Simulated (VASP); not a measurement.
The system is GaAs.

```xyz
2
Lattice="0.0000 2.8268 2.8268 2.8268 0.0000 2.8268 2.8268 2.8268 0.0000" Properties=species:S:1:pos:R:3 pbc="T T T"
As    4.2403    4.2403    4.2403
Ga    0.0000    0.0000    0.0000
```

Base run:

* Program: VASP 6.6.1
* Functional: LAK
* Potentials or basis: VASP PAW PBE potentials, release 64 (As, Ga_d)
* Cutoff: 520 eV
* k mesh: 8 × 8 × 8
* Occupations: fermi-dirac, width 0.05 eV
* Spin: no spin polarisation

Its results: band gap on the k mesh 1.48 eV, direct.

Q: The run is repeated on the same cell with these changes: functional from LAK to TB-mBJ. What comes out?

A: Band gap on the k mesh 1.59 eV, direct.
